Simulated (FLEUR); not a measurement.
Here is a FLEUR MaX-R8.1 (later development tree) calculation.

File inp.xml:

```xml
<?xml version="1.0" encoding="UTF-8" standalone="no"?>
<fleurInput fleurInputVersion="0.39">
   <comment>
      Pd                                                                                                  
   </comment>
   <calculationSetup>
      <cutoffs Kmax="4.1" Gmax="12.7" GmaxXC="12.7" numbands="0"/>
      <scfLoop itmax="60" minDistance="0.00001" maxIterBroyd="15" imix="Anderson" alpha="0.05" precondParam="0.0" spinf="2.0" sdNocoIR="T"/>
      <coreElectrons ctail="T" frcor="F" kcrel="0" coretail_lmax="0"/>
      <xcFunctional name="x-a" relativisticCorrections="F"/>
      <magnetism jspins="1"/>
      <soc l_soc="F" theta="0.0" phi="0.0" spav="F"/>
      <expertModes spex="0" secvar="F"/>
      <geometryOptimization l_f="F" forcealpha="1.0" forcemix="BFGS" epsdisp="0.00001" epsforce="0.00001"/>
      <ldaU l_linMix="F" mixParam="0.05" spinf="1.0"/>
   </calculationSetup>
   <cell>
      <bzIntegration valenceElectrons="18.0" mode="hist" fermiSmearingEnergy="0.00183747">
         <kPointListSelection listName="default-1"/>
         <!-- k-points included here -->
         <xi:include xmlns:xi="http://www.w3.org/2001/XInclude" href="kpts.xml"> </xi:include>
      </bzIntegration>
      <!-- symmetry operations included here -->
      <xi:include xmlns:xi="http://www.w3.org/2001/XInclude" href="sym.xml"> </xi:include>
      <bulkLattice scale="1.0">
         <bravaisMatrix>
            <row-1>    0.0000000000000000     3.6783519015338997     3.6783519015338997</row-1>
            <row-2>    3.6783519015338997     0.0000000000000000     3.6783519015338997</row-2>
            <row-3>    3.6783519015338997     3.6783519015338997     0.0000000000000000</row-3>
         </bravaisMatrix>
      </bulkLattice>
   </cell>
   <atomSpecies>
      <species name="Palladium (Pd)" element="Pd" atomicNumber="46">
         <mtSphere radius="2.41" gridPoints="797" logIncrement="0.016"/>
         <atomicCutoffs lmax="10" lnonsphr="8"/>
         <electronConfig flipSpins="F">
            <coreConfig>(1s1/2) (2s1/2) (2p1/2) (2p3/2) (3s1/2) (3p1/2) (3p3/2) (3d3/2) (3d5/2)</coreConfig>
            <valenceConfig>(4s1/2) (4p1/2) (4p3/2) (5s1/2) (4d3/2) (4d5/2)</valenceConfig>
            <stateOccupation state="(5s1/2)" spinUp="0.500000" spinDown="0.500000"/>
            <stateOccupation state="(4d3/2)" spinUp="1.800000" spinDown="1.800000"/>
            <stateOccupation state="(4d5/2)" spinUp="2.700000" spinDown="2.700000"/>
         </electronConfig>
         <energyParameters s="5" p="5" d="4" f="4"/>
         <lo type="SCLO" l="0" n="4" eDeriv="0"/>
         <lo type="SCLO" l="1" n="4" eDeriv="0"/>
         <lo type="SCLO" l="1" n="4" eDeriv="1"/>
         <lo type="SCLO" l="2" n="4" eDeriv="2"/>
         <lo type="SCLO" l="3" n="4" eDeriv="2"/>
      </species>
   </atomSpecies>
   <atomGroups>
      <atomGroup species="Palladium (Pd)">
         <relPos label="                   1">.0000000000 .0000000000 .0000000000</relPos>
         <force calculate="T" relaxXYZ="TTT"/>
      </atomGroup>
   </atomGroups>
   <output dos="F" band="F" slice="F">
      <checks vchk="F" cdinf="F"/>
      <bandDOS minEnergy="-.5*Htr" maxEnergy="0.5*Htr" sigma="0.015" storeEVData="T"/>
      <vacuumDOS vacdos="F" integ="F" star="F" nstars="0" locx1="0.0" locy1="0.0" locx2="0.0" locy2="0.0" nstm="0" tworkf="0.0"/>
      <unfoldingBand unfoldBand="F" supercellX="1" supercellY="1" supercellZ="1"/>
      <plotting iplot="0" polar="F">
         <plot TwoD="T" vec1="  1.0  0.0  0.0" vec2="  0.0  1.0  0.0" vec3="  0.0  0.0  1.0" zero="  0.0  0.0  0.0" file="plot"/>
      </plotting>
      <chargeDensitySlicing numkpt="0" minEigenval="0.0" maxEigenval="0.0" nnne="0" pallst="F"/>
      <specialOutput eonly="F"/>
      <moessbauerParams electricFieldGradient="T" isomerShift="T" coreHyperfine="T" valenceHyperfine="T"/>
      <magneticCircularDichroism mcd="F" energyLo="-10.0" energyUp="0.0"/>
   </output>
  <!-- We include the file relax.xml here to enable relaxations (see documentation) -->
  <xi:include xmlns:xi="http://www.w3.org/2001/XInclude" href="relax.xml"> <xi:fallback/> </xi:include>
</fleurInput>
```

The input crystal.txt:

```
Pd
&input cartesian=F /
0.0000000000  1.9465000000  1.9465000000
1.9465000000  0.0000000000  1.9465000000
1.9465000000  1.9465000000  0.0000000000
1.8897261246
1.0 1.0 1.0

1
46 0.0000000000  0.0000000000  0.0000000000

&kpt div1=12 div2=12 div3=12 gamma=T /
```

File inp.xml (bands):

```
<?xml version="1.0" encoding="UTF-8" standalone="no"?>
<fleurInput fleurInputVersion="0.39">
   <comment>
      Pd                                                                                                  
   </comment>
   <calculationSetup>
      <cutoffs Kmax="4.1" Gmax="12.7" GmaxXC="12.7" numbands="0"/>
      <scfLoop itmax="60" minDistance="0.00001" maxIterBroyd="15" imix="Anderson" alpha="0.05" precondParam="0.0" spinf="2.0" sdNocoIR="T"/>
      <coreElectrons ctail="T" frcor="F" kcrel="0" coretail_lmax="0"/>
      <xcFunctional name="x-a" relativisticCorrections="F"/>
      <magnetism jspins="1"/>
      <soc l_soc="F" theta="0.0" phi="0.0" spav="F"/>
      <expertModes spex="0" secvar="F"/>
      <geometryOptimization l_f="F" forcealpha="1.0" forcemix="BFGS" epsdisp="0.00001" epsforce="0.00001"/>
      <ldaU l_linMix="F" mixParam="0.05" spinf="1.0"/>
   </calculationSetup>
   <cell>
      <bzIntegration valenceElectrons="18.0" mode="hist" fermiSmearingEnergy="0.00183747">
         <kPointListSelection listName="path-1"/>
         <!-- k-points included here -->
         <xi:include xmlns:xi="http://www.w3.org/2001/XInclude" href="kpts.xml"> </xi:include>
      </bzIntegration>
      <!-- symmetry operations included here -->
      <xi:include xmlns:xi="http://www.w3.org/2001/XInclude" href="sym.xml"> </xi:include>
      <bulkLattice scale="1.0">
         <bravaisMatrix>
            <row-1>    0.0000000000000000     3.6783519015338997     3.6783519015338997</row-1>
            <row-2>    3.6783519015338997     0.0000000000000000     3.6783519015338997</row-2>
            <row-3>    3.6783519015338997     3.6783519015338997     0.0000000000000000</row-3>
         </bravaisMatrix>
      </bulkLattice>
   </cell>
   <atomSpecies>
      <species name="Palladium (Pd)" element="Pd" atomicNumber="46">
         <mtSphere radius="2.41" gridPoints="797" logIncrement="0.016"/>
         <atomicCutoffs lmax="10" lnonsphr="8"/>
         <electronConfig flipSpins="F">
            <coreConfig>(1s1/2) (2s1/2) (2p1/2) (2p3/2) (3s1/2) (3p1/2) (3p3/2) (3d3/2) (3d5/2)</coreConfig>
            <valenceConfig>(4s1/2) (4p1/2) (4p3/2) (5s1/2) (4d3/2) (4d5/2)</valenceConfig>
            <stateOccupation state="(5s1/2)" spinUp="0.500000" spinDown="0.500000"/>
            <stateOccupation state="(4d3/2)" spinUp="1.800000" spinDown="1.800000"/>
            <stateOccupation state="(4d5/2)" spinUp="2.700000" spinDown="2.700000"/>
         </electronConfig>
         <energyParameters s="5" p="5" d="4" f="4"/>
         <lo type="SCLO" l="0" n="4" eDeriv="0"/>
         <lo type="SCLO" l="1" n="4" eDeriv="0"/>
         <lo type="SCLO" l="1" n="4" eDeriv="1"/>
         <lo type="SCLO" l="2" n="4" eDeriv="2"/>
         <lo type="SCLO" l="3" n="4" eDeriv="2"/>
      </species>
   </atomSpecies>
   <atomGroups>
      <atomGroup species="Palladium (Pd)">
         <relPos label="                   1">.0000000000 .0000000000 .0000000000</relPos>
         <force calculate="T" relaxXYZ="TTT"/>
      </atomGroup>
   </atomGroups>
   <output dos="F" band="T" slice="F">
      <checks vchk="F" cdinf="F"/>
      <bandDOS minEnergy="-.5*Htr" maxEnergy="0.5*Htr" sigma="0.015" storeEVData="T"/>
      <vacuumDOS vacdos="F" integ="F" star="F" nstars="0" locx1="0.0" locy1="0.0" locx2="0.0" locy2="0.0" nstm="0" tworkf="0.0"/>
      <unfoldingBand unfoldBand="F" supercellX="1" supercellY="1" supercellZ="1"/>
      <plotting iplot="0" polar="F">
         <plot TwoD="T" vec1="  1.0  0.0  0.0" vec2="  0.0  1.0  0.0" vec3="  0.0  0.0  1.0" zero="  0.0  0.0  0.0" file="plot"/>
      </plotting>
      <chargeDensitySlicing numkpt="0" minEigenval="0.0" maxEigenval="0.0" nnne="0" pallst="F"/>
      <specialOutput eonly="F"/>
      <moessbauerParams electricFieldGradient="T" isomerShift="T" coreHyperfine="T" valenceHyperfine="T"/>
      <magneticCircularDichroism mcd="F" energyLo="-10.0" energyUp="0.0"/>
   </output>
  <!-- We include the file relax.xml here to enable relaxations (see documentation) -->
  <xi:include xmlns:xi="http://www.w3.org/2001/XInclude" href="relax.xml"> <xi:fallback/> </xi:include>
</fleurInput>
```

Potentials or basis: all-electron, FLAPW.

Launch:

```sh
$ inpgen -f crystal.txt -profile fastHighL
$ # inp.xml edited to the form shown
$ fleur_MPI
$ fleur_MPI   # second run, on inp.xml (bands)
```

**Question.** What does it give for the band gap along the path?

**Answer.** None (metal or under the smearing width).

Levels at the corners of the path, in eV from the Fermi level:
```tsv
point	band 7	band 8	band 9	band 10	band 11	band 12
Γ	-2.89	-2.89	-1.22	-1.22	16.81	21.47
X	-0.01	0.32	0.32	3.09	10.61	12.88
W	-3.46	-1.33	0.32	8.71	8.71	10.10
K	-2.04	-0.95	-0.15	6.94	7.86	10.66
Γ	-2.89	-2.89	-1.22	-1.22	16.81	21.47
L	-2.93	0.00	0.00	0.77	7.16	16.21
U	-2.04	-0.95	-0.15	6.94	7.86	10.66
W	-3.46	-1.33	0.32	8.71	8.71	10.10
L	-2.93	0.00	0.00	0.77	7.16	16.21
K	-2.04	-0.95	-0.15	6.94	7.86	10.66
U	-2.04	-0.95	-0.15	6.94	7.86	10.66
X	-0.01	0.32	0.32	3.09	10.61	12.88
```
